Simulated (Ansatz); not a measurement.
# The perfect armchair MoS2 nanoribbon (N = 7, bare edges), part 3 of 4

Aim: is the armchair MoS2 nanoribbon (N = 7, bare edges) a metal or a semiconductor?

Ansatz 0.2.0; DFT PBE, plane waves, PAW; relaxation of a wire's period (the session's first sound run).

So far, band gap on the path through both edges (eV): step 3 (bands of the perfect wire, PBE) 0.458; step 4 (LDA PBE, k-mesh 1×1×11) 0.402; step 5 (PBEsol PBE, k-mesh 1×1×11) 0.432; step 6 (r2SCAN PBE, cutoff 500 eV, k-mesh 1×1×11) 0.616; step 8 (PBE spin-orbit, k-mesh 1×1×10) 0.455.

## (9) At a strained period, period over the relaxed period 1.06

This step: DFT PBE, plane waves, PAW; relaxation at a fixed period (Ansatz 0.2.0).

The period is set to 1.06 times the relaxed one and the atoms relax within it: strain changes bond lengths and angles, which shifts the bands against each other. Against the first PBE run of this kind, the mesh along the wire has 11 points against 15.

The cell differs from the one that the last finished run ended in (c 5.459 → 5.787 Å).

Input file input.yaml:

```yaml
crystal:
  lattice:
    - [16.54, 0.0, 0.0]
    - [0.0, 10.12, 0.0]
    - [0.0, 0.0, 5.7869801611]
  atoms:
    - { symbol: Mo, position: [0.221496523, 0.5, 0.020939996], spin: 0.3 }
    - { symbol: Mo, position: [0.403448199, 0.5, 0.99483039] }
    - { symbol: Mo, position: [0.596551801, 0.5, 0.99483039] }
    - { symbol: Mo, position: [0.778503477, 0.5, 0.020939996], spin: 0.3 }
    - { symbol: S, position: [0.205970896, 0.653640632, 0.324734431] }
    - { symbol: S, position: [0.205970896, 0.346359368, 0.324734431] }
    - { symbol: S, position: [0.401684927, 0.652028612, 0.334633659] }
    - { symbol: S, position: [0.401684927, 0.347971388, 0.334633659] }
    - { symbol: S, position: [0.598315073, 0.652028612, 0.334633659] }
    - { symbol: S, position: [0.598315073, 0.347971388, 0.334633659] }
    - { symbol: S, position: [0.794029104, 0.653640632, 0.324734431] }
    - { symbol: S, position: [0.794029104, 0.346359368, 0.324734431] }
    - { symbol: Mo, position: [0.302434809, 0.5, 0.507786219] }
    - { symbol: Mo, position: [0.5, 0.5, 0.499839377] }
    - { symbol: Mo, position: [0.697565191, 0.5, 0.507786219] }
    - { symbol: S, position: [0.308079374, 0.657834227, 0.828958977] }
    - { symbol: S, position: [0.308079374, 0.342165773, 0.828958977] }
    - { symbol: S, position: [0.5, 0.654957416, 0.833202904] }
    - { symbol: S, position: [0.5, 0.345042584, 0.833202904] }
    - { symbol: S, position: [0.691920626, 0.657834227, 0.828958977] }
    - { symbol: S, position: [0.691920626, 0.342165773, 0.828958977] }
magnetization:
  spin_polarized: true
kpoints:
  mp_grid: { grid: [1, 1, 11] }
  band_path: { path: ["Γ", Z], npoints: 50 }
scf:
  occupations: { method: fermi_dirac, width: 0.05 }
hamiltonian:
  xc: pbe
relax:
  max_steps: 40
  f_tol: 0.02
output:
  stress: true
```

Launch:

```console
> ansatz run input.yaml --threads 4 --pin off --max-ram 16384MiB --backend cpu --events-out ev --progress --plain --runs-dir out
```

Numbers of over 12 decimals in the logs are rounded to 6 here.

The log of the run:

```text
Warning: output.stress: scf.convergence.dr2_threshold = 1e-7 eV (the SCF's general default) is looser than the 2.1e-9 eV advised for a printed stress (1e-10 eV for each atom of the cell: 21). What an SCF threshold leaves in a stress goes as its square root, and in the free energy as the threshold itself, and one threshold admits the most on a small cell: [figures from the program's tests cut] Every solve of this run  [...]
[...]
Crystal: 21 atoms, lattice volume = 968.653 Å³
Basis set: ecut = 420 eV, 18977 PW (Γ), exchange–correlation on 240×144×80 points (8 copies of the dense FFT grid, shifted against one another)
Bands: 113, of which v1, the nominal top of the filled ones, is band 91 counted from 1 (90 counted from 0)
Symmetry: 4 space group operations
[...]
k-points: 6 of 11 (time reversal used)
[...]
Starting moments: Σ|m| = 0.6 μB on 2 of 21 sites
[...]
SCF iter   1: F=—  HF=-47343.056120 eV  |F-HF|=—  |Δ(HF+E_count)|=         —  Δρ=3.02e-2 (↑3.02e-2 ↓2.96e-2)  dr2=6.18e1  dr2_m=6.58e-3  M=0.222 μB ∫|m|=0.547 μB  β_m=0.30  ethr=3.10e-3  ⟨swp⟩=9.0  Hψ=6141  notcnv=0
[...]
SCF iter  16: F=-47330.924583 eV  HF=-47330.924585 eV  |F-HF|=1.74e-6  |Δ(HF+E_count)|=   1.40e-7  Δρ=4.56e-6 (↑4.05e-6 ↓4.56e-6)  dr2=1.88e-6  dr2_m=9.11e-9  M=0.000 μB ∫|m|=0.001 μB  ethr=4.34e-10  ⟨swp⟩=3.0  Hψ=2821  notcnv=0
[...]
SCF 1 converged in 16 iterations: F = -47330.924583 eV  dr2 = 1.88e-6
[...]
relax step   1: F+E_penalty+E_count = -47330.92458324 eV  Δ(F+E_penalty+E_count) = +0.000e0 eV  max|allowed force component| = 1.161e0 eV/Å  Δτ_max = 0.0000 Å  (16 SCF iters, dr2 threshold 1.00e-5 eV, accepted)
[...]
SCF iter  11: F=-47331.192587 eV  HF=-47331.192607 eV  |F-HF|=2.01e-5  |Δ(HF+E_count)|=   3.55e-5  Δρ=1.47e-5 (↑1.47e-5 ↓1.13e-5)  dr2=2.20e-5  dr2_m=4.21e-8  M=-0.000 μB ∫|m|=0.002 μB  ethr=7.91e-9  ⟨swp⟩=1.9  Hψ=4234  notcnv=0
[...]
SCF 2 converged in 11 iterations: F = -47331.192587 eV  dr2 = 2.20e-5
[...]
relax step   2: F+E_penalty+E_count = -47331.19258706 eV  Δ(F+E_penalty+E_count) = -2.680e-1 eV  max|allowed force component| = 6.059e-1 eV/Å  Δτ_max = 0.1905 Å  (11 SCF iters, dr2 threshold 8.42e-5 eV, accepted)
SCF iter   1: F=—  HF=-47331.277088 eV  |F-HF|=—  |Δ(HF+E_count)|=         —  Δρ=1.95e-3 (↑1.95e-3 ↓1.93e-3)  dr2=1.53e-1  dr2_m=9.25e-4  M=0.000 μB ∫|m|=0.011 μB  β_m=0.30  ethr=1.13e-3  ⟨swp⟩=4.0  Hψ=2868  notcnv=0  defer=106
[...]
SCF iter  11: F=-47331.260468 eV  HF=-47331.260472 eV  |F-HF|=4.18e-6  |Δ(HF+E_count)|=   1.64e-6  Δρ=6.12e-6 (↑6.12e-6 ↓6.11e-6)  dr2=4.51e-6  dr2_m=3.59e-11  M=-0.000 μB ∫|m|=0.000 μB  ethr=4.88e-9  ⟨swp⟩=2.0  Hψ=3628  notcnv=0
[...]
SCF 3 converged in 11 iterations: F = -47331.260468 eV  dr2 = 4.51e-6
relax step   3: F+E_penalty+E_count = -47331.26046793 eV  Δ(F+E_penalty+E_count) = -6.788e-2 eV  max|allowed force component| = 2.255e-1 eV/Å  Δτ_max = 0.0740 Å  (11 SCF iters, dr2 threshold 2.29e-5 eV, accepted)
[...]
relax step   4: F+E_penalty+E_count = -47331.26569697 eV  Δ(F+E_penalty+E_count) = -5.229e-3 eV  max|allowed force component| = 1.436e-1 eV/Å  Δτ_max = 0.0087 Å  (7 SCF iters, dr2 threshold 7.05e-6 eV, accepted)
[...]
relax step   5: F+E_penalty+E_count = -47331.26842460 eV  Δ(F+E_penalty+E_count) = -2.728e-3 eV  max|allowed force component| = 1.707e-2 eV/Å  Δτ_max = 0.0110 Å  (7 SCF iters, dr2 threshold 2.86e-6 eV, accepted)
[...]
SCF iter   5: F=-47331.268425 eV  HF=-47331.268425 eV  |F-HF|=2.65e-8  |Δ(HF+E_count)|=   8.09e-9  Δρ=5.50e-7 (↑5.37e-7 ↓5.50e-7)  dr2=3.07e-8  dr2_m=1.40e-11  M=-0.000 μB ∫|m|=0.000 μB  ethr=5.49e-11  ⟨swp⟩=2.0  Hψ=3427  notcnv=0
[...]
SCF 6 converged in 5 iterations: F = -47331.268425 eV  dr2 = 3.07e-8
relax step   6: F+E_penalty+E_count = -47331.26842508 eV  Δ(F+E_penalty+E_count) = -4.795e-7 eV  max|allowed force component| = 1.703e-2 eV/Å  Δτ_max = 0.0000 Å  (5 SCF iters, accepted)
[...]
the band table was solved once a step of the walk had ended and its energy, with any forces and stress, was formed, with the checks that follow a solve (6790 applications of the Hamiltonian). They found nothing against the state; the energy, forces and stress were not computed again (output.eigenvalues in the input reference)
[...]
SCF converged after 5 iterations
Magnetization: -0.0000 μB (91.0000 up, 91.0000 down)
Absolute magnetization: 0.0000 μB (∫|ρ↑−ρ↓|, with the PAW one-centre terms)
[...]
Per-site moments (μB) at R_I (Å): [(-1.7926231768972038e-6, 0.940326), (-3.6616316521015955e-7, 0.992677), (-3.661631652101604e-7, 0.992677), (-1.7926231768972065e-6, 0.940326), (-2.0192726813788063e-7, 0.940326), (-2.0192726813926159e-7, 0.940326), (-1.0875212088594055e-7, 0.994675), (-1.0875212092424746e-7, 0.994675), (-1.0875212088594013e-7, 0.994675), (-1.087521209242473e-7, 0.994675), (-2.0192726813788074e-7, 0. [...]
Free energy (F): -47331.268425 eV
[...]
Internal energy: -47331.255339 eV  (E = F + TS)
E sigma→0 (E₀):  -47331.261882 eV
Entropy (-TS):   -0.013086 eV (-0.623 meV/atom)
Fermi energy:    1.039556 eV
[...]
--- Forces (eV/Å), atoms counted from 1 ---
  atom   1  Mo     0.01703357     0.00000000     0.00543925
  atom   2  Mo    -0.00028812     0.00000000    -0.00741128
  atom   3  Mo     0.00028812     0.00000000    -0.00741128
  atom   4  Mo    -0.01703357     0.00000000     0.00543925
  atom   5  S     -0.00780679     0.00611684    -0.00018692
  atom   6  S     -0.00780679    -0.00611684    -0.00018692
  atom   7  S     -0.00231321     0.00034375    -0.00259857
  atom   8  S     -0.00231321    -0.00034375    -0.00259857
  atom   9  S      0.00231321     0.00034375    -0.00259857
  atom  10  S      0.00231321    -0.00034375    -0.00259857
  atom  11  S      0.00780679     0.00611684    -0.00018692
  atom  12  S      0.00780679    -0.00611684    -0.00018692
  atom  13  Mo     0.00743004     0.00000000     0.00265931
  atom  14  Mo     0.00000000     0.00000000     0.01605466
  atom  15  Mo    -0.00743004     0.00000000     0.00265931
  atom  16  S     -0.00224502    -0.00517236     0.00171448
  atom  17  S     -0.00224502     0.00517236     0.00171448
  atom  18  S      0.00000000     0.00768708    -0.00650921
  atom  19  S      0.00000000    -0.00768708    -0.00650921
  atom  20  S      0.00224502    -0.00517236     0.00171448
  atom  21  S      0.00224502     0.00517236     0.00171448
  max |Σ_I F_I| component: 1.27e-4 eV/Å
--- Stress (GPa, compression-positive) ---
        0.004358       0.000000       0.000000
        0.000000       0.053848       0.000000
        0.000000       0.000000      -3.115809
  P = ⅓ Tr σ = -1.0192 GPa (-10.192 kbar)
--- Band table (eV; the first three rows and the last of 12) ---
  k-point 0 ↑: bands = [... 87 lower, 0.3150, 0.4805, 0.5103, 0.8615, 1.2783, 1.2944, 1.3332, 1.3590, ... 18 higher]
  k-point 1 ↑: bands = [... 87 lower, 0.3370, 0.4606, 0.5487, 0.8424, 1.2909, 1.2918, 1.3356, 1.3705, ... 18 higher]
  k-point 2 ↑: bands = [... 87 lower, 0.3859, 0.3967, 0.6183, 0.7961, 1.2858, 1.3207, 1.3692, 1.4142, ... 18 higher]
  k-point 5 ↓: bands = [... 87 lower, 0.3430, 0.4685, 0.7619, 0.7789, 1.3200, 1.3611, 1.6155, 1.6729, ... 18 higher]
--- Relaxed structure (6 steps of the walk, 6 accepted, 0 SCFs on fresh bases) ---
  F+E_penalty+E_count = -47331.26842508 eV   max|allowed force component| = 1.703e-2 eV/Å
  atoms:
    - { symbol: Mo, position: [0.227048, 0.5, 0.036887] }
    - { symbol: Mo, position: [0.404395, 0.5, 0.994695] }
    - { symbol: Mo, position: [0.595605, 0.5, 0.994695] }
    - { symbol: Mo, position: [0.772952, 0.5, 0.036887] }
    - { symbol: S, position: [0.212913, 0.653750, 0.321923] }
    - { symbol: S, position: [0.212913, 0.346250, 0.321923] }
    - { symbol: S, position: [0.403009, 0.649092, 0.331804] }
    - { symbol: S, position: [0.403009, 0.350908, 0.331804] }
    - { symbol: S, position: [0.596991, 0.649092, 0.331804] }
    - { symbol: S, position: [0.596991, 0.350908, 0.331804] }
    - { symbol: S, position: [0.787087, 0.653750, 0.321923] }
    - { symbol: S, position: [0.787087, 0.346250, 0.321923] }
    - { symbol: Mo, position: [0.305093, 0.5, 0.510880] }
    - { symbol: Mo, position: [0.5, 0.5, 0.501509] }
    - { symbol: Mo, position: [0.694907, 0.5, 0.510880] }
    - { symbol: S, position: [0.309535, 0.655497, 0.826108] }
    - { symbol: S, position: [0.309535, 0.344503, 0.826108] }
    - { symbol: S, position: [0.5, 0.652675, 0.830448] }
    - { symbol: S, position: [0.5, 0.347325, 0.830448] }
    - { symbol: S, position: [0.690465, 0.655497, 0.826108] }
    - { symbol: S, position: [0.690465, 0.344503, 0.826108] }
```

Elapsed: 8.1 min, on 4 threads of Arm Neoverse V2, shared host; peak memory 6.2 GiB; 32 min of CPU time.

Step by step:

| step | energy less that of the first step (eV) | largest force component (eV/Å) |
| --- | --- | --- |
| 1 | 0.0000 | 1.1609 |
| 2 | -0.2680 | 0.6059 |
| 3 | -0.3359 | 0.2255 |
| 4 | -0.3411 | 0.1436 |
| 5 | -0.3438 | 0.0171 |
| 6 | -0.3438 | 0.0170 |

The run keeps the 4 symmetry operations that it works with, so distortions that break them were not tested.

The atoms that moved most (Å):

| atom | dx | dy | dz | length |
| --- | --- | --- | --- | --- |
| Mo1 | 0.092 | 0.000 | 0.092 | 0.130 |
| Mo4 | -0.092 | 0.000 | 0.092 | 0.130 |
| S11 | -0.115 | 0.001 | -0.016 | 0.116 |
| S12 | -0.115 | -0.001 | -0.016 | 0.116 |
| S6 | 0.115 | -0.001 | -0.016 | 0.116 |
| S5 | 0.115 | 0.001 | -0.016 | 0.116 |
| Mo13 | 0.044 | 0.000 | 0.018 | 0.047 |
| Mo15 | -0.044 | 0.000 | 0.018 | 0.047 |

Final coordinates:

```cif
data_structure
_symmetry_space_group_name_H-M 'P 1'
_symmetry_Int_Tables_number 1
_cell_length_a 16.5400
_cell_length_b 10.1200
_cell_length_c 5.7870
_cell_angle_alpha 90.000
_cell_angle_beta 90.000
_cell_angle_gamma 90.000
_cell_volume 968.65
loop_
_atom_site_label
_atom_site_type_symbol
_atom_site_fract_x
_atom_site_fract_y
_atom_site_fract_z
_atom_site_occupancy
Mo1 Mo 0.22705 0.50000 0.03689 1
Mo2 Mo 0.40440 0.50000 0.99470 1
Mo3 Mo 0.59560 0.50000 0.99470 1
Mo4 Mo 0.77295 0.50000 0.03689 1
S5 S 0.21291 0.65375 0.32192 1
S6 S 0.21291 0.34625 0.32192 1
S7 S 0.40301 0.64909 0.33180 1
S8 S 0.40301 0.35091 0.33180 1
S9 S 0.59699 0.64909 0.33180 1
S10 S 0.59699 0.35091 0.33180 1
S11 S 0.78709 0.65375 0.32192 1
S12 S 0.78709 0.34625 0.32192 1
Mo13 Mo 0.30509 0.50000 0.51088 1
Mo14 Mo 0.50000 0.50000 0.50151 1
Mo15 Mo 0.69491 0.50000 0.51088 1
S16 S 0.30954 0.65550 0.82611 1
S17 S 0.30954 0.34450 0.82611 1
S18 S 0.50000 0.65267 0.83045 1
S19 S 0.50000 0.34733 0.83045 1
S20 S 0.69046 0.65550 0.82611 1
S21 S 0.69046 0.34450 0.82611 1
```

Numbers from this step:

```
energy at zero smearing                 : -47331.2619 eV
band gap on the path through both edges : 0.417 eV
```

The gap is 0.417 eV, against 0.458 eV under PBE at the relaxed period, with no moment.

## (10) At a strained period, period over the relaxed period 1.03

The period is set to 1.03 times the relaxed one and the atoms relax within it: strain changes bond lengths and angles, which shifts the bands against each other. Against the first PBE run of this kind, the mesh along the wire has 11 points against 15.

The cell differs from the one that the last finished run ended in (c 5.787 → 5.623 Å).

Edit input.yaml of step 9 so:

```diff
@@ -4,3 +4,3 @@
     - [0.0, 10.12, 0.0]
-    - [0.0, 0.0, 5.7869801611]
+    - [0.0, 0.0, 5.6231977037]
   atoms:
```

The log of the run:

```text
[...]
Crystal: 21 atoms, lattice volume = 941.238 Å³
Basis set: ecut = 420 eV, 18425 PW (Γ), exchange–correlation on 240×144×80 points (8 copies of the dense FFT grid, shifted against one another)
Bands: 113, of which v1, the nominal top of the filled ones, is band 91 counted from 1 (90 counted from 0)
[...]
- { symbol: Mo, position: [0.696233, 0.5, 0.509557] }
    - { symbol: S, position: [0.308936, 0.656688, 0.827390] }
    - { symbol: S, position: [0.308936, 0.343312, 0.827390] }
    - { symbol: S, position: [0.5, 0.653792, 0.831859] }
    - { symbol: S, position: [0.5, 0.346208, 0.831859] }
    - { symbol: S, position: [0.691064, 0.656688, 0.827390] }
    - { symbol: S, position: [0.691064, 0.343312, 0.827390] }
[key lines of the parts left out:]
SCF converged after 3 iterations
Magnetization: 0.0000 μB (91.0000 up, 91.0000 down)
Free energy (F): -47331.683107 eV
Fermi energy:    1.198464 eV
P = ⅓ Tr σ = -0.5496 GPa (-5.496 kbar)
```

It took 7.6 min on 4 threads; peak memory 6.1 GiB.

The steps of the relaxation:

| step | energy less that of the first step (eV) | largest force component (eV/Å) |
| --- | --- | --- |
| 1 | 0.0000 | 0.6407 |
| 2 | -0.0587 | 0.3601 |
| 3 | -0.0909 | 0.1260 |
| 4 | -0.0927 | 0.0815 |
| 5 | -0.0934 | 0.0196 |
| 6 | -0.0934 | 0.0196 |

Forces are held to the 4 operations that the run works with; a distortion that breaks them can't arise in this run.

The atoms that moved most (Å):

| atom | dx | dy | dz | length |
| --- | --- | --- | --- | --- |
| Mo1 | 0.047 | 0.000 | 0.046 | 0.066 |
| Mo4 | -0.047 | 0.000 | 0.046 | 0.066 |
| S11 | -0.061 | 0.002 | -0.010 | 0.062 |
| S12 | -0.061 | -0.002 | -0.010 | 0.062 |
| S5 | 0.061 | 0.002 | -0.010 | 0.062 |
| S6 | 0.061 | -0.002 | -0.010 | 0.062 |
| Mo15 | -0.022 | 0.000 | 0.010 | 0.024 |
| Mo13 | 0.022 | 0.000 | 0.010 | 0.024 |

The relaxed structure:

```xyz
21
Lattice="16.5400 0.0000 0.0000 0.0000 10.1200 0.0000 0.0000 0.0000 5.6232" Properties=species:S:1:pos:R:3
Mo    3.7106    5.0600    0.1637
Mo    6.6813    5.0600    5.5956
Mo    9.8587    5.0600    5.5956
Mo   12.8294    5.0600    0.1637
S     3.4674    6.6172    1.8162
S     3.4674    3.5028    1.8162
S     6.6552    6.5839    1.8740
S     6.6552    3.5361    1.8740
S     9.8848    6.5839    1.8740
S     9.8848    3.5361    1.8740
S    13.0726    6.6172    1.8162
S    13.0726    3.5028    1.8162
Mo    5.0243    5.0600    2.8653
Mo    8.2700    5.0600    2.8167
Mo   11.5157    5.0600    2.8653
S     5.1098    6.6457    4.6526
S     5.1098    3.4743    4.6526
S     8.2700    6.6164    4.6777
S     8.2700    3.5036    4.6777
S    11.4302    6.6457    4.6526
S    11.4302    3.4743    4.6526
```

Numbers from this step:

- energy at zero smearing: -47331.6788 eV
- band gap on the path through both edges: 0.442 eV

The gap is 0.442 eV, against 0.458 eV under PBE at the relaxed period, with no moment.

(Continued in part 4 of 4.)

[Logs are printed without paths, hosts, clocks, repeated set-up lines and the standing remarks that a program may print on its own settings, such as how far it seeks lower states.]

[Hosts, paths, dates, database ids (printed as entryN), source tags and the programs' standing remarks are cut or masked in the printed files.]
